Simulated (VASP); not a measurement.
A run of VASP 6.6.1:

File INCAR:

```
SYSTEM = H10CO5
  PREC = Accurate
  ENCUT = 520
  EDIFF = 1E-7
  ISMEAR = -1
  SIGMA = 0.02
  LREAL = Auto
  LASPH = .TRUE.
  NELM = 60
  ALGO = Normal
  ISIF = 2
  LWAVE = .FALSE.
  LCHARG = .FALSE.
  GGA = PE
  IVDW = 12
  NBANDS = 36
```

Contents of KPOINTS:

```
Automatic mesh
0
G
  1 1 1
  0 0 0
```

Contents of POSCAR:

```
H10CO5
1.0
    5.8392500000      0.0000000000      0.0000000000
    0.0000000000      5.8392500000      0.0000000000
    0.0000000000      0.0000000000      5.8392500000
O H C
5 10 1
Direct
    0.4047437599      0.6707710751      0.8567024875
    0.6377360106      0.8763454211      0.2100783491
    0.3501819583      0.2991822580      0.2705655692
    0.1820953033      0.7931326797      0.4564456052
   -0.0384980948      0.3481611508      0.9512523012
    0.3717086955      0.5283555251      0.9417476559
    0.2765937406      0.7060324528      0.7486920409
    0.6136575759      1.0352356895      0.1758616261
    0.5496938819      0.8147279188      0.0789313696
    0.3555079848      0.4423342039      0.3626493128
    0.1833797149      0.2938733570      0.2294644004
    0.2931712121      0.8865522113      0.3845014343
    0.0500920495      0.8107376804      0.3495654408
   -0.0869289720      0.7012544419      0.9377916685
   -0.1915999486      0.4919124888      0.6933082160
   -0.1055443764      0.5216252087      0.8629704157
```

Potentials or basis: VASP PAW PBE potentials, release 64 (O, H, C).

Run with:

```console
$ cat potpaw_PBE.64/O/POTCAR potpaw_PBE.64/H/POTCAR potpaw_PBE.64/C/POTCAR > POTCAR
$ mpirun -np 1 vasp_gam > vasp.out
```

Hardware: 1 thread of Intel(R) Xeon(R) Platinum 8375C CPU @ 2.90GHz (Ice Lake), with other jobs on the host.

Task: Estimate the wall time of this run.

Result: It took 22 s on 1 thread of Intel(R) Xeon(R) Platinum 8375C CPU @ 2.90GHz (Ice Lake) (shared host), peak memory 0.3 GiB. Counts: scf iterations 16, k points 1.
